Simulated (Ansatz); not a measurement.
**Al₂O₃ (Pnnm): the band gap by level of theory**

All numbers come from the PAW code Ansatz. Spin-unpolarised throughout; all numbers are computed.

Structure: Al₂O₃ (Pnnm) from a database of computed structures, at its r2SCAN minimum. The symmetry is Pnnm (No. 58, orthorhombic); a = 4.627 Å, b = 9.609 Å, c = 2.996 Å in the conventional setting, 13.32 Å³ an atom. Al is surrounded by 4 O at 1.67–1.80 Å; O is surrounded by 3 Al at 1.79–1.80 Å; O is surrounded by 2 Al at 1.67 Å.

```cif
data_structure
_symmetry_space_group_name_H-M 'Pnnm'
_symmetry_Int_Tables_number 58
_cell_length_a 4.6275
_cell_length_b 9.6088
_cell_length_c 2.9956
_cell_angle_alpha 90.000
_cell_angle_beta 90.000
_cell_angle_gamma 90.000
_cell_volume 133.20
loop_
_atom_site_label
_atom_site_type_symbol
_atom_site_symmetry_multiplicity
_atom_site_Wyckoff_symbol
_atom_site_fract_x
_atom_site_fract_y
_atom_site_fract_z
_atom_site_occupancy
Al1 Al 4 g 0.41480 0.33081 0.50000 1
O1 O 4 g 0.73242 0.22254 0.50000 1
O2 O 2 a 0.00000 0.00000 0.00000 1
```

Relaxed lattice by functional, symmetry kept:
```tsv
functional	k mesh	a (Å)	b (Å)	c (Å)	volume (Å³/atom)
PBE	6×4×8	4.712	9.704	3.026	13.84
r2SCAN	6×4×8	4.627	9.609	2.996	13.32
PBEsol	6×4×8	4.668	9.661	3.003	13.54
```

On this one geometry the levels give:

| level | k mesh | gap (eV) | kind | edges | least direct gap (eV) | rough cost |
| --- | --- | --- | --- | --- | --- | --- |
| PBE | 6×4×8 | 3.56 | direct | Γ | 3.56 | 30 core-seconds |
| r2SCAN | 6×4×8 | 4.12 | direct | Γ | 4.12 | 50 core-seconds |
| HSE06 | 4×2×6 | 5.22 | direct | Γ | 5.22 | 4 core-minutes |
| PBE0 | 4×2×6 | 5.97 | direct | Γ | 5.97 | 5 core-minutes |

PBE: smearing of 0.02 eV; the others have fixed occupations.
Wave cutoffs: 420 eV, 500 eV (r2SCAN).
Costs come from shared machines and give only the order; PBE's includes the band path. The runs had 4 threads of Arm Neoverse V2, on a shared host.

HSE06 gives a direct gap of 5.22 eV at Γ. With r2SCAN, at Γ the top three valence levels group as 1+1+1 from the top, spread over 582 meV.

r2SCAN covers 34 % of the step from PBE to HSE06, while HSE06 needs about 6 times r2SCAN's rough cost (on a coarser mesh). All these functionals give a gap of the same kind, direct.

r2SCAN (ground state on 4×2×8): The clamped-ion dielectric constant comes out as 2.37, 2.42 and 2.51 along x, y and z. Born charges, averaged over directions: Al +2.62, O -1.77 to -1.71 e.

On the PBEsol cell (a = 4.668 Å, b = 9.661 Å, c = 3.003 Å), with PBEsol: All optical modes at Γ are real, from 54 to 1160 cm⁻¹ without the longitudinal term; this says nothing of other wave vectors. With the long-range field the highest mode reaches 1173 cm⁻¹. The electronic dielectric tensor ε∞ is 2.48, 2.56 and 2.66 along x, y and z. With the ions relaxed, ε⁰ is 5.5, 4.3 and 13.0 along x, y and z. Born charges, averaged over directions: Al +2.62, O -1.77 to -1.70 e.

The splittings at Γ are without spin-orbit coupling, which regroups them where it is of like size.
